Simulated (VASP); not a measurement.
**ZnSe in VASP 6.6.1, single-point calculation**

INCAR

```
IBRION = -1
ISIF = 2
LDAUTYPE = 2
LMAXMIX = 4
LDAU = .TRUE.
LCHARG = .FALSE.
LDAUU = 5.0 0
EDIFF = 1E-5
LASPH = .TRUE.
ENCUT = 520
LDAUL = 2 -1
PREC = Accurate
SIGMA = 0.02
ISMEAR = -1
LWAVE = .FALSE.
LREAL = .FALSE.
NSW = 0
NELM = 87
GGA = PE
NBANDS = 16
LDAUJ = 0 0
```

KPOINTS

```
KPOINTS created by Atomic Simulation Environment
0
Gamma
2 2 2
0 0 0
```

POSCAR

```
Zn Se
 1.0000000000000000
     0.0000000000000000    2.9173933049000000    2.7298907214999999
     2.9173933049000000    0.0000000000000000    2.7298907214999999
     2.9173933049000000    2.9173933049000000    0.0000000000000000
 Zn  Se
   1   1
Cartesian
  0.0000000000000000  0.0000000000000000  0.0000000000000000
  1.4586966524500000  1.4586966524500000  1.3649453607499997
```

The recommended PBE PAW datasets give the neutral cell 18 valence electrons.

Command

```
mpirun -np 1 vasp_std
```

OSZICAR

```
N       E                     dE             d eps       ncg     rms          rms(c)
DAV:   1     0.938825512403E+02    0.93883E+02   -0.91465E+03   128   0.135E+03
DAV:   2     0.187449984128E+01   -0.92008E+02   -0.87244E+02   136   0.269E+02
DAV:   3    -0.463776986523E+01   -0.65123E+01   -0.64953E+01   176   0.690E+01
DAV:   4    -0.468856065380E+01   -0.50791E-01   -0.50788E-01   144   0.653E+00
DAV:   5    -0.468874338717E+01   -0.18273E-03   -0.18273E-03   176   0.333E-01    0.610E+00
DAV:   6    -0.426319372287E+01    0.42555E+00   -0.61563E-01   192   0.144E+01    0.442E+00
DAV:   7    -0.422374325287E+01    0.39450E-01   -0.26910E-01   144   0.367E+00    0.171E+00
DAV:   8    -0.423087056271E+01   -0.71273E-02   -0.15454E-02   144   0.972E-01    0.575E-01
DAV:   9    -0.423298834463E+01   -0.21178E-02   -0.19981E-03   128   0.387E-01    0.103E-01
DAV:  10    -0.423311844431E+01   -0.13010E-03   -0.15959E-04   160   0.167E-01    0.463E-02
DAV:  11    -0.423326767027E+01   -0.14923E-03   -0.16279E-04   128   0.888E-02    0.194E-02
DAV:  12    -0.423326894001E+01   -0.12697E-05   -0.39420E-06   144   0.290E-02
   1 F= -.42332689E+01 E0= -.42332689E+01  d E =-.534516E-11
```

Standard output (part)

```
POSCAR found type information on POSCAR ZnSe
 POSCAR found :  2 types and       2 ions
 LDA part: xc-table for (Slater+PW92), standard interpolation
 POSCAR, INCAR and KPOINTS ok, starting setup
 WAVECAR not read
 entering main loop
```

From OUTCAR

```
k-points           NKPTS =      4   k-points in BZ     NKDIM =      4   number of bands    NBANDS=     16

   NELECT =      18.0000    total number of electrons

   dimension x,y,z NGX =    30 NGY =   30 NGZ =   32
   dimension x,y,z NGXF=    60 NGYF=   60 NGZF=   64

  energy-cutoff  :      520.00
  volume of cell :       46.47
      direct lattice vectors                 reciprocal lattice vectors
     0.000000000  2.917393305  2.729890721    -0.171385874  0.171385874  0.183157515
     2.917393305  0.000000000  2.729890721     0.171385874 -0.171385874  0.183157515
     2.917393305  2.917393305  0.000000000     0.171385874  0.171385874 -0.183157515

 k-points in reciprocal lattice and weights: KPOINTS created by Atomic Simulation Env
   0.00000000  0.00000000  0.00000000       0.125
   0.50000000  0.00000000  0.00000000       0.500
   0.50000000  0.50000000  0.00000000       0.125
   0.50000000  0.00000000  0.50000000       0.250

 E-fermi :   2.1866

 k-point     1 :       0.0000    0.0000    0.0000
  band No.  band energies     occupation
      1     -11.2782      2.00000
      2      -7.0910      2.00000
      3      -7.0910      2.00000
      4      -7.0795      2.00000
      5      -6.7956      2.00000
      6      -6.7927      2.00000
      7       1.4973      2.00000
      8       1.4973      2.00000
      9       1.7092      2.00000
     10       2.8798      0.00000
     11       7.3835      0.00000
     12       7.4303      0.00000
     13       7.4303      0.00000
     14      11.5027      0.00000
     15      12.0535      0.00000
     16      13.0646      0.00000

 k-point     2 :       0.5000    0.0000    0.0000
  band No.  band energies     occupation
      1     -10.5829      2.00000
      2      -7.0300      2.00000
      3      -7.0162      2.00000
      4      -6.8022      2.00000
      5      -6.7773      2.00000
      6      -6.6200      2.00000
      7      -3.4153      2.00000
      8       0.6057      2.00000
      9       0.9791      2.00000
     10       4.0707      0.00000
     11       7.6136      0.00000
     12       8.1888      0.00000
     13      10.1681      0.00000
     14      12.5234      0.00000
     15      14.1604      0.00000
     16      14.8655      0.00000

 k-point     3 :       0.5000    0.5000    0.0000
  band No.  band energies     occupation
      1     -10.3150      2.00000
      2      -6.9307      2.00000
      3      -6.9304      2.00000
      4      -6.9304      2.00000
      5      -6.7483      2.00000
      6      -6.4818      2.00000
      7      -2.9063      2.00000
      8      -0.6586      2.00000
      9      -0.6586      2.00000
     10       4.3465      0.00000
     11       4.5655      0.00000
     12      12.6576      0.00000
     13      12.6576      0.00000
     14      12.7601      0.00000
     15      15.3332      0.00000
     16      15.6483      0.00000

 ...

  Total        1.2940366      1.2940366      1.9895506      0.0000000      0.0000000      0.0000000
  in kB       44.6161309     44.6161309     68.5962477      0.0000000      0.0000000      0.0000000
  external PRESSURE =      52.6095031 kB  Pullay stress =       0.0000000 kB

 POSITION                                       TOTAL-FORCE (eV/Angst)
 -----------------------------------------------------------------------------------
      0.00000      0.00000      0.00000        -0.000000     -0.000000     -0.000000
      1.45870      1.45870      1.36495         0.000000      0.000000      0.000000
 -----------------------------------------------------------------------------------
    total drift:                                0.000006      0.000006      0.000010

  FREE ENERGIE OF THE ION-ELECTRON SYSTEM (eV)
  ---------------------------------------------------
  free  energy   TOTEN  =        -4.2332689400 eV

  energy  without entropy=       -4.2332689400  energy(sigma->0) =       -4.23326894
```

It converged. Results: gap between bands v and c on the k mesh 1.17 eV; least direct gap on the k mesh 1.17 eV; pressure 5.3 GPa. Band v is the last that the valence electrons fill when counted band by band, and c is the next.

For comparison, a separate PBE run of the intended cell, on usual settings and not on those above, gives a gap of 1.05 eV on its mesh and a pressure of 0.9 GPa.

The run above took about 5.9 s on one core of a shared host (Intel Xeon Platinum 8488C) and held 0.16 GiB at most.
